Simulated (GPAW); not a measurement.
**MoS2 in GPAW: convergence with empty bands an atom in the response**

Input of the first run (empty bands an atom in the response 2); the others differ in this setting and in those tied to it:

The input run.py:

```python
import numpy as np
from ase.dft.bandgap import bandgap
from ase.io import write
from ase.spacegroup import crystal
from gpaw import GPAW, PW
from gpaw.response.df import DielectricFunction

# Mo 2c
# S 4f
atoms = crystal(['Mo', 'S'],
                basis=[[0.6666666667, 0.3333333333, 0.75],
                       [0.6666666667, 0.3333333333, 0.377]],
                spacegroup=194, setting=1,  # P6_3/mmc
                cellpar=[3.169, 3.169, 12.324, 90.0, 90.0, 120.0],
                primitive_cell=True)

calc = GPAW(mode=PW(500),
            xc='PBE',
            kpts={'size': (8, 8, 2), 'gamma': True},
            occupations={'name': 'fermi-dirac', 'width': 0.001},
            nbands=46,
            convergence={'density': 1e-06},
            maxiter=150,
            txt='gpaw.txt')
atoms.calc = calc
energy = atoms.get_potential_energy()
calc.write('gs.gpw')
write('result.traj', atoms)
print(f'Energy: {energy:.6f} eV')
print('Fermi level:', round(calc.get_fermi_level(), 4), 'eV')
print(f'Gap: {bandgap(calc)[0]:.4f} eV, direct: {bandgap(calc, direct=True)[0]:.4f} eV')

for size in [(9, 9, 2)]:
    name = 'x'.join(str(n) for n in size)
    dense = calc.fixed_density(kpts={'size': size, 'gamma': True},
                               nbands=44, convergence={'bands': 38, 'eigenstates': 1e-7},
                               update_fermi_level=True, txt=f'dense-{name}.txt')
    dense.write(f'{name}.gpw', mode='all')
    df = DielectricFunction(f'{name}.gpw', frequencies=np.array([0.0]), hilbert=False, eta=0.001,
                            ecut=80, nbands=38, intraband=False, txt=f'df-{name}.txt')
    for xc in ['RPA']:
        for direction in ['x', 'y', 'z', [0, 1, 1], [1, 0, 1], [1, 1, 0]]:
            e0, e = df.get_macroscopic_dielectric_constant(xc=xc, direction=direction)
            print(f'{name} {xc} {direction}: {e0:.4f} without, {e:.4f} with local fields')
```

Potentials or basis: GPAW PAW data sets (gpaw-data 1.2.1), pw.

Launch:

```console
$ OMP_NUM_THREADS=1 python run.py
```

Hardware: 1 thread of Intel(R) Xeon(R) Platinum 8488C (Sapphire Rapids) (shared host).

```tsv
empty bands an atom in the response	dielectric constant	SCF cycles	CPU time (s)	peak memory (GiB)
2	10.436	13	140	0.44
3	10.844	13	140	0.45
5	10.998	13	130	0.48
8	11.055	13	210	0.5
12	11.085	13	340	0.55
18	11.102	13	390	0.61
26	11.109	13	570	0.69
```

Against the tightest run, the dielectric constant stays within 0.05 from 12 on. The tightest run that finished is the yardstick and may itself not be fully converged.

Caveat, for the tightest run too: the long-wavelength limit can be off by several per cent where d states take part; an odd mesh through Γ misses points on the zone boundary, where band edges often lie.
